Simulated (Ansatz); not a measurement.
System: FeO, 4 atoms in the cell.

```yaml
crystal:
  lattice:
    - [-4.14102, 0.26850, 4.14925]
    - [-0.01778, 2.09522, 2.19110]
    - [-2.11307, 2.02130, 0.09169]
  atoms:
    - { symbol: Fe, position: [0.26820, 0.82412, 0.90267] }
    - { symbol: O, position: [0.51763, 0.39844, 0.34892] }
    - { symbol: Fe, position: [0.77240, 0.84266, 0.89201] }
    - { symbol: O, position: [0.03409, 0.32543, 0.40507] }
```
Lattice in Å, positions in fractions of it.

These are results of PBE+U, plane waves, PAW datasets (generated hard set) (Ansatz), not measurements.

Cutoff 700 eV; k-mesh 3×3×3 Γ-centred; Fermi–Dirac smearing of 0.15 eV; starting moments Fe1 3.4, Fe3 -3.4 μB; U(eff) = 4 eV on Fe d (Dudarev, default projectors).

(1) How large is the gap on this mesh, is it direct, and where do the band edges lie (fractions of the reciprocal vectors of this cell)?

(2) List the levels near the gap for spin up at (0.000, 0.000, 0.000), (0.000, 0.333, 0.000), (0.000, 0.333, 0.333), (0.000, 0.333, -0.333), (0.333, 0.000, 0.333), (0.333, 0.333, 0.000), in eV from the top of the valence band (v1 is the highest filled band, c1 the lowest empty one).

(3) List the levels near the gap for spin down at (0.000, 0.000, 0.000), (0.000, 0.333, 0.000), (0.000, 0.333, 0.333), (0.000, 0.333, -0.333), (0.333, 0.000, 0.333), (0.333, 0.333, 0.000), in eV from the top of the valence band (v1 is the highest filled band, c1 the lowest empty one).

Answers

(1) 2.42 eV, a spin-flip gap from the top filled level (spin down) at (0.000, 0.333, 0.000) to the lowest empty one (spin up) at (0.000, 0.000, 0.000); the smallest direct gap within one spin channel is 2.62 eV.

(2) 
```json
{"k": "(0.000, 0.000, 0.000)", "v4": "-2.33", "v3": "-1.51", "v2": "-1.42", "v1": "-0.38", "c1": "2.42", "c2": "2.71", "c3": "3.57"}
{"k": "(0.000, 0.333, 0.000)", "v4": "-2.22", "v3": "-1.19", "v2": "-0.72", "v1": "-0.38", "c1": "2.94", "c2": "3.27", "c3": "4.24"}
{"k": "(0.000, 0.333, 0.333)", "v4": "-2.47", "v3": "-1.59", "v2": "-1.21", "v1": "-0.59", "c1": "3.12", "c2": "3.18", "c3": "3.87"}
{"k": "(0.000, 0.333, -0.333)", "v4": "-2.70", "v3": "-1.29", "v2": "-1.02", "v1": "-0.60", "c1": "3.06", "c2": "3.42", "c3": "4.19"}
{"k": "(0.333, 0.000, 0.333)", "v4": "-2.42", "v3": "-1.09", "v2": "-0.79", "v1": "-0.26", "c1": "2.64", "c2": "3.44", "c3": "4.25"}
{"k": "(0.333, 0.333, 0.000)", "v4": "-1.91", "v3": "-1.46", "v2": "-1.17", "v1": "-0.44", "c1": "2.97", "c2": "3.20", "c3": "3.96"}
```

(3) 
| k | v4 | v3 | v2 | v1 | c1 | c2 | c3 |
| --- | --- | --- | --- | --- | --- | --- | --- |
| (0.000, 0.000, 0.000) | -2.60 | -2.21 | -1.58 | -0.10 | 2.52 | 3.18 | 3.34 |
| (0.000, 0.333, 0.000) | -2.78 | -1.40 | -0.95 | 0.00 | 2.75 | 3.57 | 4.70 |
| (0.000, 0.333, 0.333) | -2.66 | -1.85 | -1.55 | -0.42 | 3.15 | 3.43 | 4.15 |
| (0.000, 0.333, -0.333) | -2.67 | -1.48 | -1.39 | -0.65 | 3.30 | 3.56 | 4.57 |
| (0.333, 0.000, 0.333) | -1.95 | -1.66 | -1.25 | -0.52 | 3.16 | 3.52 | 4.19 |
| (0.333, 0.333, 0.000) | -2.67 | -1.46 | -1.19 | -0.09 | 2.78 | 3.54 | 4.35 |

The k-mesh is coarse, so these values belong to this mesh and can lie far from the converged ones. A gap read on the mesh is an upper bound of this method's gap, since the mesh can miss a band edge. The cell is a model and need not be the structure known for this compound. With open shells the self-consistent state may not be the lowest one. Semilocal functionals give gaps that mostly lie well below measured ones.
